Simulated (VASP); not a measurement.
# Settings for Ag: equation of state

Ag, Fm-3m (no. 225), 1 atom in the cell. AM05; PAW potentials Ag (PBE set). VASP 6.6.1.

Wanted: equilibrium volume within 0.05 %; bulk modulus within 0.4 %.

What the run is for: equation of state; Accuracy asked: tight.

The series start from Plane-wave cutoff (eV): 320; Smearing width (eV): 0.1; k-point mesh: 15 × 15 × 15; Volumes: 5 from 0.92 to 1.08; Precision mode (PREC): Accurate; Electronic threshold (eV): 1e-6; Aspherical gradient terms in the spheres (LASPH): yes; Start of each volume: each volume from scratch. Each series keeps the choices made before it, and each single choice may use up half of a tolerance. Times cover all steps of a run.

## Plane-wave cutoff (eV)

| Plane-wave cutoff (eV) | Equilibrium volume (Å³/atom) | Bulk modulus (GPa) | Time (s) |
|---|---|---|---|
| 200 | 16.42 | 165.2 | 19 |
| 250 | 16.69 | 110.3 | 24 |
| 290 | 16.66 | 112.6 | 26 |
| 320 | 16.66 | 112.7 | 36 |
| 380 | 16.65 | 113.6 | 46 |
| 440 | 16.64 | 113.8 | 50 |
| 520 | 16.64 | 113.9 | 57 |
| 650 (reference) | 16.64 | 113.9 | 57 |

Chosen: 650; the next looser run is off by more than half of the tolerance, so convergence isn't shown beyond this value.

## Smearing width (eV)

| Smearing width (eV) | Equilibrium volume (Å³/atom) | Bulk modulus (GPa) | Time (s) |
|---|---|---|---|
| 0.4 | 16.63 | 113.6 | 62 |
| 0.3 | 16.63 | 113.8 | 60 |
| 0.2 | 16.63 | 113.8 | 59 |
| 0.15 | 16.64 | 113.7 | 58 |
| 0.1 | 16.64 | 113.9 | 57 |
| 0.05 (reference) | 16.63 | 114.4 | 64 |

Chosen: 0.05; the next looser run is off by more than half of the tolerance, so convergence isn't shown beyond this value.

## k-point mesh

| k-point mesh | Equilibrium volume (Å³/atom) | Bulk modulus (GPa) | Time (s) |
|---|---|---|---|
| 5 × 5 × 5 | 16.52 | 118.3 | 19 |
| 6 × 6 × 6 | 16.78 | 112.9 | 22 |
| 8 × 8 × 8 | 16.74 | 112.8 | 28 |
| 10 × 10 × 10 | 16.7 | 111.5 | 36 |
| 13 × 13 × 13 | 16.62 | 115.2 | 55 |
| 15 × 15 × 15 | 16.63 | 114.4 | 64 |
| 18 × 18 × 18 (reference) | 16.66 | 114.4 | 104 |

Chosen: 18 × 18 × 18; the next looser run is off by more than half of the tolerance, so convergence isn't shown beyond this value.

## Volumes

| Volumes | Equilibrium volume (Å³/atom) | Bulk modulus (GPa) | Time (s) |
|---|---|---|---|
| 5 from 0.88 to 1.12 | 16.66 | 114.6 | 110 |
| 5 from 0.92 to 1.08 | 16.66 | 114.4 | 104 |
| 7 from 0.91 to 1.09 (reference) | 16.66 | 114.5 | 140 |

Chosen: 5 from 0.88 to 1.12, the loosest value from which every tighter one stays within half of the tolerance.

## Precision mode (PREC)

| Precision mode (PREC) | Equilibrium volume (Å³/atom) | Bulk modulus (GPa) | Time (s) |
|---|---|---|---|
| SingleN | 16.67 | 114.2 | 58 |
| Normal | 16.66 | 114.6 | 56 |
| Accurate (reference) | 16.66 | 114.6 | 110 |

Chosen: Normal.

## Electronic threshold (eV)

| Electronic threshold (eV) | Equilibrium volume (Å³/atom) | Bulk modulus (GPa) | Time (s) |
|---|---|---|---|
| 0.001 | 16.66 | 114.6 | 48 |
| 0.0001 | 16.66 | 114.6 | 48 |
| 1e-5 | 16.66 | 114.6 | 50 |
| 1e-6 | 16.66 | 114.6 | 56 |
| 1e-7 (reference) | 16.66 | 114.6 | 77 |

Chosen: 0.001.

## Aspherical gradient terms in the spheres (LASPH)

| Aspherical gradient terms in the spheres (LASPH) | Equilibrium volume (Å³/atom) | Bulk modulus (GPa) | Time (s) |
|---|---|---|---|
| no | 16.66 | 114.6 | 46 |
| yes (reference) | 16.66 | 114.6 | 48 |

Chosen: no.

## Start of each volume

| Start of each volume | Equilibrium volume (Å³/atom) | Bulk modulus (GPa) | Time (s) |
|---|---|---|---|
| each volume from scratch | 16.66 | 114.6 | 46 |
| orbitals of the volume before (WAVECAR) | 16.66 | 114.6 | 38 |

Chosen: orbitals of the volume before (WAVECAR); it saves 8.6 s of 46, so each volume from scratch would do nearly as well.

## All choices together

| Input | Equilibrium volume (Å³/atom) | Bulk modulus (GPa) | Time (s) |
|---|---|---|---|
| the program's defaults (naive) | 16.83 | 108.5 | 5.5 |
| chosen settings | 16.66 | 114.6 | 38 |
| reference settings throughout | 16.66 | 114.5 | 157 |

The chosen settings stay within the tolerance of the reference run, but the reference itself isn't shown to be converged in: Plane-wave cutoff (eV), Smearing width (eV), k-point mesh.

## The input

INCAR:
```
ALGO = Normal ; EDIFF = 0.001
ENCUT = 650 ; GGA = AM
GGA_COMPAT = False ; ISIF = 2
ISMEAR = 1 ; LASPH = False
LCHARG = False ; LREAL = False
LWAVE = True ; NELM = 120
NSW = 0 ; PREC = Normal
SIGMA = 0.05
```

KPOINTS:
```
Automatic mesh
0
Gamma
  18 18 18
  0 0 0
```

POSCAR.step1:
```
Ag
1.0
    0.0000000000      1.9575345826      1.9575345826
    1.9575345826      0.0000000000      1.9575345826
    1.9575345826      1.9575345826      0.0000000000
Ag
1
Direct
    0.0000000000      0.0000000000      0.0000000000
```

POSCAR.step2:
```
Ag
1.0
    0.0000000000      2.0010495236      2.0010495236
    2.0010495236      0.0000000000      2.0010495236
    2.0010495236      2.0010495236      0.0000000000
Ag
1
Direct
    0.0000000000      0.0000000000      0.0000000000
```

POSCAR.step3:
```
Ag
1.0
    0.0000000000      2.0427500000      2.0427500000
    2.0427500000      0.0000000000      2.0427500000
    2.0427500000      2.0427500000      0.0000000000
Ag
1
Direct
    0.0000000000      0.0000000000      0.0000000000
```

POSCAR.step4:
```
Ag
1.0
    0.0000000000      2.0828140930      2.0828140930
    2.0828140930      0.0000000000      2.0828140930
    2.0828140930      2.0828140930      0.0000000000
Ag
1
Direct
    0.0000000000      0.0000000000      0.0000000000
```

POSCAR.step5:
```
Ag
1.0
    0.0000000000      2.1213934653      2.1213934653
    2.1213934653      0.0000000000      2.1213934653
    2.1213934653      2.1213934653      0.0000000000
Ag
1
Direct
    0.0000000000      0.0000000000      0.0000000000
```

Commands (each step's output is kept before the next begins):
```
cat potpaw_PBE.64/Ag/POTCAR > POTCAR
cp POSCAR.step1 POSCAR
mpirun -np 1 vasp_std > vasp.out
cp POSCAR.step2 POSCAR
mpirun -np 1 vasp_std > vasp.out
cp POSCAR.step3 POSCAR
mpirun -np 1 vasp_std > vasp.out
cp POSCAR.step4 POSCAR
mpirun -np 1 vasp_std > vasp.out
cp POSCAR.step5 POSCAR
mpirun -np 1 vasp_std > vasp.out
```

The chosen input took VASP 6.6.1 38 s on 1 core (Intel Xeon Platinum 8375C @ 2.90GHz (Ice Lake)), a shared host.

## An input that fails: cutoff far too low

It runs to its end, but against the unchanged starting input it is off by 2.4 % in the equilibrium volume, 662 % in the bulk modulus.

Changes against the starting input:
```
(all steps)
- PREC = Accurate
- NELM = 120
- ENCUT = 320
+ PREC = Low
+ NELM = 64
+ ENCUT = 150
```
